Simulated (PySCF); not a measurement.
**Identify the compound**

Molecular formula: C₃H₂N₂. Simulated spectra:

$^{1}$H NMR (400 MHz, computed): δ 3.24 (s, 2H).

$^{13}$C{$^{1}$H} NMR (computed): δ 114.3 (C, 2C), 6.5 (CH2).

[PySCF 2.14.0 with density-fitted response routines: NMR shieldings at PBE0/pcSseg-1/GIAO; structure optimised with GFN2-xTB; single conformer; no solvent; rapidly exchanging positions averaged; non-relativistic Hamiltonian]

References, each an isolated molecule treated in the same way: TMS for $^{1}$H, $^{13}$C.

Deduce the structure.

Results:


- The formula gives 4 degrees of unsaturation (no ring in the answer).
- 2 carbon signals for 3 carbons: some carbons are equivalent by symmetry or fast rotation.
- Carbon types of the structure: 2 × C, 1 × CH2, which accounts for all hydrogens.
- δC 114.3: nitrile carbon; C≡N carbons fall here, among the sp2 signals but without a proton.
- δC 6.5: sp3 CH2 α to a nitrile; aliphatic region, no heteroatom directly attached.
- δH 3.24: hydrogen on an sp3 CH2 α to a nitrile.

The compound is Malononitrile.

The data come from this structure; uniqueness wasn't tested.

Shifts are as computed. Against solution values, carbons near 30 ppm lie about +3 ppm off and those near 130 ppm about +5 ppm. Of 246 compounds with measured shifts, 49 miss one by over three times the rms of a fit or turn the order of signals round; such compounds aren't used in these exercises.
